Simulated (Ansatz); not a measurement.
# Polarity and tunnelling in MgB2/SiC/Mg

Both polarities of the barrier in MgB2/SiC/Mg, relaxed and compared. The lower electrode is MgB2 AlB2(0001), the upper one Mg hcp(0001); the barrier is SiC wurtzite(0001) (whole bilayers). In the first transport cell, after relaxation, the nearest pair of electrode and barrier is B–Si at 2.77 Å, along the normal, too long for a bond, at the lower face and Mg–Si at 2.92 Å, at a slant, at the upper one. A gap without bonds adds to the barrier. All share a net of side 3.07 Å, which strains the lower electrode by +0.0 %, the upper one by -3.8 % and the barrier by -0.7 %, against typed lattice constants near PBE's. The first steps treat the bulk electrodes alone.

Method: PBE DFT, plane waves, PAW files, in the first sound run; inputs show where later runs differ, in Ansatz 0.2.0.

**1. The structure**

Symmetry: P6/mmm, No. 191, hexagonal system. The conventional cell has a = 3.070 Å, b = 3.070 Å, c = 3.530 Å, α = 90.00°, β = 90.00°, γ = 120.00°. Mg has 12 B at 2.50 Å nearest. Nearest to B lie 3 B at 1.77 Å and 6 Mg at 2.50 Å. Farther neighbours are not listed.

**2. Layer spacing of the electrode, 3 atoms, electrode MgB2 AlB2(0001)**

The electrode is held to the junction's net and relaxed along the normal; its spacing is used for the ideal lead layers.

input.yaml reads:

```yaml
crystal:
  lattice:
    - [3.07, 0.0, 0.0]
    - [-1.535, 2.6586979896, 0.0]
    - [0.0, 0.0, 3.53]
  atoms:
    - { symbol: Mg, position: [0.0, 0.0, 0.0] }
    - { symbol: B, position: [0.3333333333, 0.6666666667, 0.5] }
    - { symbol: B, position: [0.6666666667, 0.3333333333, 0.5] }
kpoints:
  mp_grid: { grid: [12, 12, 9] }
scf:
  occupations: { method: fermi_dirac, width: 0.1 }
  max_iter: 150
hamiltonian:
  xc: pbe
relax:
  f_tol: 0.01
  max_steps: 40
  cell: { fix: [a, b, angles] }
```

Launch:

```bash
> ansatz run input.yaml --threads 4 --pin off --max-ram 10240MiB --backend cpu --events-out ev --progress --plain --runs-dir out
```

Numbers of over 12 decimals in the logs are rounded to 6 here.

The program printed:

```text
Engine: ansatz 0.2.0, aarch64-unknown-linux-gnu
Pseudopotentials: kind: paw
Pseudopotential: Mg, paw, valence charge 10, recommended cutoff 420 eV (normal), Mg.paw.azcp
Pseudopotential: B, paw, valence charge 3, recommended cutoff 420 eV (normal), B.paw.azcp
Functional definition: PBE
  parameter kappa = 0.804
  parameter beta = 0.066725
  exchange = pbe_x(kappa = kappa, mu = beta*pi^2/3)
  correlation = pbe_c(beta = beta)
Crystal: 3 atoms, lattice volume = 28.813 Å³
Basis set: ecut = 420 eV, 563 PW (Γ), exchange–correlation on 48×48×48 points (8 copies of the dense FFT grid, shifted against one another)
Bands: 12, of which v1, the nominal top of the filled ones, is band 8 counted from 1 (7 counted from 0)
Symmetry: 24 space group operations
Space group: P6/mmm (ITA 191), of the structure as read, at distance tolerance 3.1e-5 Å
k-points: 95 of 1296
Non-local potential: Mg, projectors of the file, l = 0: 3, l = 1: 2, l = 2: 1
Non-local potential: B, projectors of the file, l = 0: 2, l = 1: 2, l = 2: 1
PAW form: soft (Blöchl's): semilocal exchange-correlation on the pseudo side does not see the compensation charge
PAW one-centre angular grid: Mg, 110 points (default); XC on 64 Gauss nodes
PAW one-centre angular grid: B, 110 points (default); XC on 64 Gauss nodes
Initial density: superposition of atomic densities (neutral atoms: chi_scale 0, normalization atom), corrected by the library's trained network
Initial wavefunctions: pseudopotential atomic-orbital guess
Functional: x = pbe(κ = 0.804, μ = 0.219515), c = pbe(β = 0.066725)
SCF iter   1: F=—  HF=-2236.033997 eV  |F-HF|=—  |Δ(HF+E_count)|=         —  Δρ=1.20e-3  dr2=3.64e-4  ethr=1.77e-3  ⟨swp⟩=5.0  Hψ=6082  notcnv=0
preconditioner: auto → none  [metal: Δε(μ)=0.041 eV  Ē_g=11.205 eV  σ=0.100 eV  W_gap=0.10  n_scr=8 (ndim 8)  ℏωp=19.6 eV  f_vac=0.000  D(μ)=0.64/eV (n_scr^D=2)  sad-step TF]
SCF iter   2: F=—  HF=-2236.034720 eV  |F-HF|=—  |Δ(HF+E_count)|=   7.23e-4  Δρ=7.55e-4  dr2=1.68e-4  ethr=2.28e-6  ⟨swp⟩=2.3  Hψ=2546  notcnv=0
SCF iter   3: F=—  HF=-2236.034746 eV  |F-HF|=—  |Δ(HF+E_count)|=   2.65e-5  Δρ=3.40e-4  dr2=2.15e-5  ethr=1.05e-6  ⟨swp⟩=2.0  Hψ=1796  notcnv=0
SCF iter   4: F=—  HF=-2236.034759 eV  |F-HF|=—  |Δ(HF+E_count)|=   1.29e-5  Δρ=1.06e-4  dr2=1.35e-6  ethr=1.34e-7  ⟨swp⟩=2.1  Hψ=1808  notcnv=0
iter 5 did not close the SCF: its close was put off for the readings that it lacked (scf_convergence_deferred on its scf_iter line)
SCF iter   5: F=-2236.034759 eV  HF=-2236.034759 eV  |F-HF|=1.11e-7  |Δ(HF+E_count)|=   4.45e-7  Δρ=2.69e-5  dr2=9.20e-8  ethr=8.47e-9  ⟨swp⟩=2.1  Hψ=1818  notcnv=0
SCF iter   6: F=-2236.034759 eV  HF=-2236.034759 eV  |F-HF|=9.16e-9  |Δ(HF+E_count)|=   6.17e-8  Δρ=6.59e-6  dr2=6.15e-9  ethr=5.75e-10  ⟨swp⟩=2.0  Hψ=4168  notcnv=0
SCF 1 converged in 6 iterations: F = -2236.034759 eV  dr2 = 6.15e-9
  greatest PAW one-centre occupation: 1.000 electrons in one spin orbital (limit 2), on the Mg atom at site 0 (counted from 0), in its partial waves of l = 0
relax step   1: F+E_penalty+E_count = -2236.03475875 eV  Δ(F+E_penalty+E_count) = +0.000e0 eV  max|allowed force component| = 8.018e-17 eV/Å  Δτ_max = 0.0000 Å  P = +0.435 GPa  Ω = 28.813 Å³  fix = [a, b, alpha, beta, gamma]  reactions: a +0.946, b +0.946 GPa  (6 SCF iters, dr2 threshold 1.00e-7 eV, accepted)
Crystal: 3 atoms, lattice volume = 28.755 Å³
Initial density: handed on by an earlier stage of this run
Initial wavefunctions: those handed on with the density
iter 1 solved again at ethr=1.25e-7 eV; its pass at ethr=3.10e-3 eV (dr2=2.00e-5 eV) is discarded
SCF iter   1: F=—  HF=-2236.034916 eV  |F-HF|=—  |Δ(HF+E_count)|=         —  Δρ=1.86e-4  dr2=1.72e-5  ethr=1.25e-7  ⟨swp⟩=2.0  Hψ=7368  notcnv=0
preconditioner: auto → none  [metal: Δε(μ)=0.069 eV  Ē_g=11.226 eV  σ=0.100 eV  W_gap=0.17  n_scr=8 (ndim 8)  ℏωp=19.6 eV  f_vac=0.000  D(μ)=0.63/eV (n_scr^D=2)]
SCF iter   2: F=-2236.034934 eV  HF=-2236.034935 eV  |F-HF|=1.78e-7  |Δ(HF+E_count)|=   1.90e-5  Δρ=4.54e-5  dr2=2.94e-7  ethr=1.87e-9  ⟨swp⟩=3.7  Hψ=4439  notcnv=0
SCF 2 converged in 2 iterations: F = -2236.034934 eV  dr2 = 2.94e-7
relax step   2: F+E_penalty+E_count = -2236.03493448 eV  Δ(F+E_penalty+E_count) = -1.757e-4 eV  max|allowed force component| = 3.947e-16 eV/Å  Δτ_max = 0.0000 Å  P = +0.657 GPa  Ω = 28.755 Å³  energy of the carried Pulay correction = +5.894e-5 eV  fix = [a, b, alpha, beta, gamma]  reactions: a +1.018, b +1.018 GPa  (2 SCF iters, dr2 threshold 3.00e-7 eV, accepted)
Crystal: 3 atoms, lattice volume = 28.748 Å³
iter 1 solved again at ethr=3.21e-9 eV; its pass at ethr=3.10e-3 eV (dr2=5.13e-7 eV) is discarded
SCF iter   1: F=—  HF=-2236.034919 eV  |F-HF|=—  |Δ(HF+E_count)|=         —  Δρ=5.66e-5  dr2=4.80e-7  ethr=3.21e-9  ⟨swp⟩=2.4  Hψ=7329  notcnv=0
preconditioner: auto → none  [metal: Δε(μ)=0.070 eV  Ē_g=11.227 eV  σ=0.100 eV  W_gap=0.17  n_scr=8 (ndim 8)  ℏωp=19.6 eV  f_vac=0.000  D(μ)=0.63/eV (n_scr^D=2)]
SCF iter   2: F=—  HF=-2236.034943 eV  |F-HF|=—  |Δ(HF+E_count)|=   2.45e-5  Δρ=2.84e-5  dr2=9.25e-8  ethr=3.00e-9  ⟨swp⟩=2.1  Hψ=1856  notcnv=0
SCF iter   3: F=-2236.034943 eV  HF=-2236.034943 eV  |F-HF|=6.05e-9  |Δ(HF+E_count)|=   1.36e-8  Δρ=5.12e-6  dr2=1.04e-8  ethr=6.75e-11  ⟨swp⟩=3.0  Hψ=4631  notcnv=0
SCF 3 converged in 3 iterations: F = -2236.034943 eV  dr2 = 1.04e-8
relax step   3: F+E_penalty+E_count = -2236.03494339 eV  Δ(F+E_penalty+E_count) = -8.916e-6 eV  max|allowed force component| = 6.476e-17 eV/Å  Δτ_max = 0.0000 Å  P = +0.686 GPa  Ω = 28.748 Å³  energy of the carried Pulay correction = +6.635e-5 eV  fix = [a, b, alpha, beta, gamma]  reactions: a +1.028, b +1.028 GPa  (3 SCF iters, dr2 threshold 1.08e-8 eV, accepted)
Initial wavefunctions: pseudopotential atomic-orbital guess (no wavefunctions were taken with the density)
iter 1 solved again at ethr=4.72e-8 eV; its pass at ethr=3.10e-3 eV (dr2=7.55e-6 eV) is discarded
SCF iter   1: F=—  HF=-2236.034839 eV  |F-HF|=—  |Δ(HF+E_count)|=         —  Δρ=9.51e-6  dr2=1.25e-8  ethr=4.72e-8  ⟨swp⟩=3.3  Hψ=9440  notcnv=0
SCF iter   2: F=—  HF=-2236.034863 eV  |F-HF|=—  |Δ(HF+E_count)|=   2.42e-5  Δρ=4.29e-6  dr2=8.28e-10  ethr=7.79e-11  ⟨swp⟩=2.0  Hψ=1901  notcnv=0
SCF iter   3: F=—  HF=-2236.034863 eV  |F-HF|=—  |Δ(HF+E_count)|=   3.61e-9  Δρ=2.15e-6  dr2=1.95e-10  ethr=5.17e-12  ⟨swp⟩=2.0  Hψ=1450  notcnv=0
SCF iter   4: F=-2236.034863 eV  HF=-2236.034863 eV  |F-HF|=0.00e0  |Δ(HF+E_count)|=   1.26e-9  Δρ=7.91e-8  dr2=1.01e-12  ethr=1.00e-12  ⟨swp⟩=4.0  Hψ=5259  notcnv=0
SCF 4 converged in 4 iterations: F = -2236.034863 eV  dr2 = 1.01e-12
relax step   4: F+E_penalty+E_count = -2236.03486333 eV  Δ(F+E_penalty+E_count) = +8.007e-5 eV  max|allowed force component| = 7.093e-17 eV/Å  Δτ_max = 0.0000 Å  P = +0.684 GPa  Ω = 28.748 Å³  fix = [a, b, alpha, beta, gamma]  reactions: a +1.028, b +1.028 GPa  stress off target by 4.06e-3 GPa on what of the cell is left free  SCF on the basis re-selected at this cell (its energy is not comparable with the rows above)  (4 SCF iters)
basis re-selected at this cell: Δ(F+E_penalty+E_count) = +8.007e-5 eV, ΔP = -0.002 GPa vs the last step (what re-selecting the basis moved, of the pressure what is left beyond the Pulay correction that the steps carried, after the strain that the cell walked since its last selection, with what the two solves' SCF thresholds leave and, on support functions, any second-order correction that the steps lacked; it is no m [...]
SCF converged after 4 iterations
Free energy (F): -2236.034863 eV
Harris-Foulkes:  -2236.034863 eV  (|F-HF|=0.00e0)
Internal energy: -2236.013444 eV  (E = F + TS)
E sigma→0 (E₀):  -2236.024153 eV
Entropy (-TS):   -0.021420 eV (-7.140 meV/atom)
Fermi energy:    9.308177 eV
--- Per-component energies (eV) ---
  E_band       = -291.843136
  E_kinetic    = 174.225219
  E_local      = -1516.803804  (includes V_loc(G=0)·N_el)
  E_nonlocal   = 118.126896
  E_hartree    = 539.895714
  E_xc         = -94.299578
  E_vxc        = -115.111045  (∫ρ·V_xc dr)
  E_paw        = -448.969387  (= ΣΔE_a)
  E_vpaw       = -32.071835  (= ΣTr[D̂ρ^β])
  E_aug_tail   = -0.000013  (compensation charges beyond the density's cutoff)
  E_ewald      = -1008.188491
  E_smearing   = -0.021420  (= −TS)
  E_closure    = 0.000000  (closes the sum)
  Σ components = -2236.034863   (vs F -2236.034863, Δ=0.00e0)
--- Forces (eV/Å), atoms counted from 1 ---
  atom   1  Mg     0.00000000    -0.00000000     0.00000000
  atom   2  B     -0.00000000    -0.00000000     0.00000000
  atom   3  B     -0.00000000     0.00000000    -0.00000000
  max |Σ_I F_I| component: 5.55e-17 eV/Å
--- Stress (GPa, compression-positive) ---
        1.027616      -0.000000       0.000000
       -0.000000       1.027616       0.000000
        0.000000       0.000000      -0.004057
  P = ⅓ Tr σ = 0.6837 GPa (6.837 kbar)
--- Relaxed structure (3 steps of the walk, 3 accepted, 1 SCFs on fresh bases) ---
  F+E_penalty+E_count = -2236.03486333 eV   max|allowed force component| = 7.093e-17 eV/Å   (the final SCF, on the basis selected at the relaxed cell)
  cell:  # Å, volume = 28.7483 Å³
    - [3.070000, 0, 0.0]
    - [-1.535000, 2.658698, 0.0]
    - [0.0, 0.0, 3.522124]
  atoms:
    - { symbol: Mg, position: [0, 0, 0] }
    - { symbol: B, position: [0.333333, 0.666667, 0.500000] }
    - { symbol: B, position: [0.666667, 0.333333, 0.500000] }
```

It took 1.5 s on 4 threads of Arm Neoverse V2, shared host; peak memory 0.32 GiB.

The steps of the relaxation:

```csv
step,energy less that of the first step (eV),largest force component (eV/Å),pressure (GPa),volume (Å³)
1,0.0000,0.0000,0.43,28.81
2,-0.0002,0.0000,0.66,28.76
3,-0.0002,0.0000,0.69,28.75
4*,-0.0001,0.0000,0.68,28.75
```

Relaxation steps marked * repeat the geometry before them on a plane-wave basis chosen anew for their cell, so energy and pressure can jump there.

The run keeps the 24 symmetry operations that it works with, so distortions that break them were not tested.

```
conventional cell, symmetrised  before  after  change
                         a (Å)   3.070  3.070  -0.0 %
                         b (Å)   3.070  3.070  -0.0 %
                         c (Å)   3.530  3.522  -0.2 %
              volume (Å³/atom)    9.60   9.58  -0.2 %
```

Final coordinates:

```
Mg B
1.0
     3.07000    0.00000    0.00000
    -1.53500    2.65870    0.00000
     0.00000    0.00000    3.52212
Mg B
1 2
Direct
  0.00000 0.00000 0.00000
  0.33333 0.66667 0.50000
  0.66667 0.33333 0.50000
```

Numbers from this step:

| Quantity | Value |
| --- | --- |
| free energy | -2236.0349 eV |
| Fermi energy | 9.308 eV |
| pressure | 0.6837 GPa |

The cell shrank by 0.2 % in volume.

**3. Layer spacing of the electrode, 2 atoms, electrode Mg hcp(0001)**

System of this step: Mg. It takes space group P6_3/mmc (No. 194, hexagonal). The conventional cell has a = 3.070 Å, b = 3.070 Å, c = 5.327 Å, α = 90.00°, β = 90.00°, γ = 120.00°. Nearest to Mg lie 12 Mg at 3.07 to 3.20 Å.

The electrode is held to the junction's net and relaxed along the normal; its spacing is used for the ideal lead layers.

input.yaml, the sections that differ from step 2:

```yaml
crystal:
  lattice:
    - [3.07, 0.0, 0.0]
    - [-1.535, 2.6586979896, 0.0]
    - [0.0, 0.0, 5.3266645768]
  atoms:
    - { symbol: Mg, position: [0.0, 0.0, 0.0] }
    - { symbol: Mg, position: [0.3333333333, 0.6666666667, 0.5] }
kpoints:
  mp_grid: { grid: [12, 12, 6] }
# scf, hamiltonian, relax: as in step 2
```

The program printed:

```text
[...]
Crystal: 2 atoms, lattice volume = 43.477 Å³
Basis set: ecut = 420 eV, 845 PW (Γ), exchange–correlation on 48×48×72 points (8 copies of the dense FFT grid, shifted against one another)
Bands: 14, of which v1, the nominal top of the filled ones, is band 10 counted from 1 (9 counted from 0)
Symmetry: 24 space group operations
[...]
k-points: 76 of 864
[...]
SCF iter   1: F=—  HF=-3847.570813 eV  |F-HF|=—  |Δ(HF+E_count)|=         —  Δρ=7.40e-4  dr2=2.64e-4  ethr=1.77e-3  ⟨swp⟩=5.1  Hψ=5351  notcnv=0
[...]
SCF iter   6: F=-3847.570570 eV  HF=-3847.570570 eV  |F-HF|=1.35e-8  |Δ(HF+E_count)|=   2.92e-8  Δρ=8.28e-6  dr2=2.87e-8  ethr=5.00e-10  ⟨swp⟩=4.0  Hψ=3081  notcnv=0
SCF 1 converged in 6 iterations: F = -3847.570570 eV  dr2 = 2.87e-8
[...]
relax step   1: F+E_penalty+E_count = -3847.57056998 eV  Δ(F+E_penalty+E_count) = +0.000e0 eV  max|allowed force component| = 2.313e-17 eV/Å  Δτ_max = 0.0000 Å  P = +2.509 GPa  Ω = 43.477 Å³  fix = [a, b, alpha, beta, gamma]  reactions: a +4.004, b +4.004 GPa  (6 SCF iters, dr2 threshold 1.00e-7 eV, accepted)
Crystal: 2 atoms, lattice volume = 43.276 Å³
[...]
SCF iter   3: F=-3847.571058 eV  HF=-3847.571058 eV  |F-HF|=4.14e-8  |Δ(HF+E_count)|=   1.64e-6  Δρ=1.37e-5  dr2=9.14e-8  ethr=1.00e-9  ⟨swp⟩=4.0  Hψ=4114  notcnv=0
SCF 2 converged in 3 iterations: F = -3847.571058 eV  dr2 = 9.14e-8
relax step   2: F+E_penalty+E_count = -3847.57105833 eV  Δ(F+E_penalty+E_count) = -4.884e-4 eV  max|allowed force component| = 2.776e-17 eV/Å  Δτ_max = 0.0000 Å  P = +2.680 GPa  Ω = 43.276 Å³  energy of the carried Pulay correction = +4.353e-6 eV  fix = [a, b, alpha, beta, gamma]  reactions: a +4.164, b +4.164 GPa  (3 SCF iters, dr2 threshold 2.00e-7 eV, accepted)
Crystal: 2 atoms, lattice volume = 42.973 Å³
[...]
SCF iter   4: F=-3847.571323 eV  HF=-3847.571323 eV  |F-HF|=3.84e-9  |Δ(HF+E_count)|=   1.09e-7  Δρ=3.20e-6  dr2=4.29e-9  ethr=1.00e-9  ⟨swp⟩=4.0  Hψ=3084  notcnv=0
SCF 3 converged in 4 iterations: F = -3847.571323 eV  dr2 = 4.29e-9
relax step   3: F+E_penalty+E_count = -3847.57132254 eV  Δ(F+E_penalty+E_count) = -2.642e-4 eV  max|allowed force component| = 1.018e-16 eV/Å  Δτ_max = 0.0000 Å  P = +2.947 GPa  Ω = 42.973 Å³  energy of the carried Pulay correction = +1.093e-5 eV  fix = [a, b, alpha, beta, gamma]  reactions: a +4.408, b +4.408 GPa  (4 SCF iters, dr2 threshold 2.00e-7 eV, accepted)
[...]
SCF iter   5: F=-3847.571311 eV  HF=-3847.571311 eV  |F-HF|=0.00e0  |Δ(HF+E_count)|=  6.82e-12  Δρ=4.15e-8  dr2=8.08e-13  ethr=1.00e-12  ⟨swp⟩=5.0  Hψ=3889  notcnv=0
SCF 4 converged in 5 iterations: F = -3847.571311 eV  dr2 = 8.08e-13
relax step   4: F+E_penalty+E_count = -3847.57131075 eV  Δ(F+E_penalty+E_count) = +1.179e-5 eV  max|allowed force component| = 1.018e-16 eV/Å  Δτ_max = 0.0000 Å  P = +2.947 GPa  Ω = 42.973 Å³  fix = [a, b, alpha, beta, gamma]  reactions: a +4.409, b +4.409 GPa  stress off target by 2.32e-2 GPa on what of the cell is left free  SCF on the basis re-selected at this cell (its energy is not comparable with the rows above)  (5 SCF iters)
[...]
SCF converged after 5 iterations
Free energy (F): -3847.571311 eV
[...]
Internal energy: -3847.539638 eV  (E = F + TS)
E sigma→0 (E₀):  -3847.555474 eV
Entropy (-TS):   -0.031673 eV (-15.837 meV/atom)
Fermi energy:    6.214760 eV
[...]
--- Stress (GPa, compression-positive) ---
        4.408514       0.000000       0.000000
        0.000000       4.408514       0.000000
        0.000000       0.000000       0.023210
  P = ⅓ Tr σ = 2.9467 GPa (29.467 kbar)
--- Relaxed structure (3 steps of the walk, 3 accepted, 1 SCFs on fresh bases) ---
[...]
cell:  # Å, volume = 42.9731 Å³
    - [3.070000, 0, 0.0]
    - [-1.535000, 2.658698, 0.0]
    - [0.0, 0.0, 5.264889]
  atoms:
    - { symbol: Mg, position: [9.251858539620032e-18, -5.0885221963063393e-17, 0.0] }
    - { symbol: Mg, position: [0.333333, 0.666667, 0.5] }
```

Wall time 1.6 s (4 threads); peak memory 0.32 GiB; 5.6 s of CPU time.

Step by step:

| step | energy less that of the first step (eV) | largest force component (eV/Å) | pressure (GPa) | volume (Å³) |
| --- | --- | --- | --- | --- |
| 1 | 0.0000 | 0.0000 | 2.51 | 43.48 |
| 2 | -0.0005 | 0.0000 | 2.68 | 43.28 |
| 3 | -0.0008 | 0.0000 | 2.95 | 42.97 |
| 4* | -0.0007 | 0.0000 | 2.95 | 42.97 |

Relaxation steps marked * repeat the geometry before them on a plane-wave basis chosen anew for their cell, so energy and pressure can jump there.

Forces are held to the 24 operations that the run works with; a distortion that breaks them can't arise in this run.

| conventional cell, symmetrised | before | after | change |
| --- | --- | --- | --- |
| a (Å) | 3.070 | 3.070 | -0.0 % |
| b (Å) | 3.070 | 3.070 | -0.0 % |
| c (Å) | 5.327 | 5.265 | -1.2 % |
| volume (Å³/atom) | 21.74 | 21.49 | -1.2 % |

The relaxed structure:

```xyz
2
Lattice="3.0700 0.0000 0.0000 -1.5350 2.6587 0.0000 0.0000 0.0000 5.2649" Properties=species:S:1:pos:R:3 pbc="T T T"
Mg    0.0000    0.0000    0.0000
Mg    0.0000    1.7725    2.6324
```

Numbers from this step:

```yaml
free_energy: -3847.5713 eV
fermi_energy: 6.215 eV
pressure: 2.947 GPa
```

(Part 1 of 6 ends here.)

[Logs are printed without paths, hosts, clocks, repeated set-up lines and the standing remarks that a program may print on its own settings, such as how far it seeks lower states.]

[Hosts, paths, dates, database ids (printed as entryN), source tags and the programs' standing remarks are cut or masked in the printed files.]
